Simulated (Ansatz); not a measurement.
This Ansatz 0.2.0 run on Hf needs a look.

The input input.yaml:

```yaml
crystal:
  lattice:
    - [-1.69499963, 1.65212262, 1.64090873]
    - [1.87648335, -1.65155032, 1.82182015]
    - [1.94105724, 1.89760792, -1.64033643]
  atoms:
    - { symbol: Hf, position: [0.0, 0.0, 0.0] }
hamiltonian:
  xc: lda
  pseudopotentials: { kind: paw }
kpoints:
  mp_grid: { grid: [11, 10, 10] }
scf:
  occupations: { method: methfessel_paxton, width: 5.0 }
  max_iter: 75
output:
  forces: true
  stress: true
  eigenvalues: true
relax:
  f_tol: 0.01
  max_steps: 40
  cell: { stress_tol: 0.05 }
```

Potentials or basis: Ansatz PAW.

Run with:

```sh
$ ansatz run input.yaml --threads 2 --pin off --max-ram 5632MiB --backend cpu --events-out ev --progress --plain --runs-dir out
```

Output:

```text
Warning: RAYON_NUM_THREADS=2 ignored (pool sized by the plan → 2); use --threads N
The last accepted step is kept in <dir> (removed where the run ends without a failure and the disk answers)
[... 1 line left out ...]
Engine: ansatz 0.2.0, aarch64-unknown-linux-gnu
Pseudopotentials: kind: paw
Pseudopotential: Hf, paw, valence charge 26, recommended cutoff 420 eV (normal), Hf.paw.azcp
Functional definition: SPW92
  exchange = slater_x
  correlation = pw_c
Crystal: 1 atoms, lattice volume = 23.299 Å³
Basis set: ecut = 420 eV, 461 PW (Γ)
Bands: 27, of which v1, the nominal top of the filled ones, is band 13 counted from 1 (12 counted from 0)
Symmetry: 2 space group operations
Space group: P-1 (ITA 2), of the structure as read, at distance tolerance 2.9e-5 Å
k-points: 552 of 1100
Non-local potential: Hf, projectors of the file, l = 0: 3, l = 1: 2, l = 2: 2, l = 3: 3
PAW form: soft (Blöchl's): semilocal exchange-correlation on the pseudo side does not see the compensation charge
PAW frozen core: Hf, regenerated for the run's functional, and the local potential with it (the file was generated under x = pbe(κ = 0.804, μ = 0.2195149727645171), c = pbe(β = 0.06672455060314922))
PAW one-centre angular grid: Hf, 590 points (default); XC on 64 Gauss nodes
[... 84 lines left out ...]
  E_nonlocal   = -1231.904213
  E_hartree    = 2373.149817
  E_xc         = -296.932017
  E_vxc        = -265.811638  (∫ρ·V_xc dr)
  E_paw        = -6685.797994  (= ΣΔE_a)
  E_vpaw       = 1415.427067  (= ΣTr[D̂ρ^β])
  E_aug_tail   = -0.000001  (compensation charges beyond the density's cutoff)
  E_ewald      = -5024.259718
  E_core_change = 2.457243  (= ΣΔE_core)
  E_smearing   = -1.200177  (= −TS)
  E_closure    = -0.000000  (closes the sum)
  Σ components = -15477.577776   (vs F -15477.577776, Δ=0.00e0)
--- Forces (eV/Å), atoms counted from 1 ---
  atom   1  Hf     0.00000000     0.00000000     0.00000000
  max |Σ_I F_I| component: 0.00e0 eV/Å
--- Stress (GPa, compression-positive) ---
        0.004965      -0.007621      -0.005777
       -0.007621      -0.015433       0.000788
       -0.005777       0.000788      -0.002373
  P = ⅓ Tr σ = -0.0043 GPa (-0.043 kbar)
[... 5 lines left out ...]
--- Relaxed structure (5 steps of the walk, 5 accepted, 1 SCFs on fresh bases) ---
  F+E_penalty+E_count = -15477.57777576 eV   max|allowed force component| = 0.000e0 eV/Å   (the final SCF, on the basis selected at the relaxed cell)
  cell:  # Å, volume = 21.9024 Å³
    - [-1.852701735494397, 1.7205053925183729, 1.7187518848321448]
    - [1.8598235538192642, -1.7205385309898262, 1.711327653860247]
    - [1.8622059499645551, 1.7105931034312452, -1.7187780775831223]
  atoms:
    - { symbol: Hf, position: [0.0, 0.0, 0.0] }
```

Q: What happened, and what is wrong with the input?

A: The calculation finished and met its thresholds. The input holds a flaw that was put in on purpose: a smearing of electronvolts (scf.occupations = method methfessel_paxton, width 5.0). The program doesn't stop on it, so the numbers can't be trusted though the run ends normally.

A sound run on the same cell differs in these lines of the main input:
```diff
@@ -14,2 +14 @@
-  occupations: { method: methfessel_paxton, width: 5.0 }
-  max_iter: 75
+  occupations: { method: fermi_dirac, width: 0.05 }
```
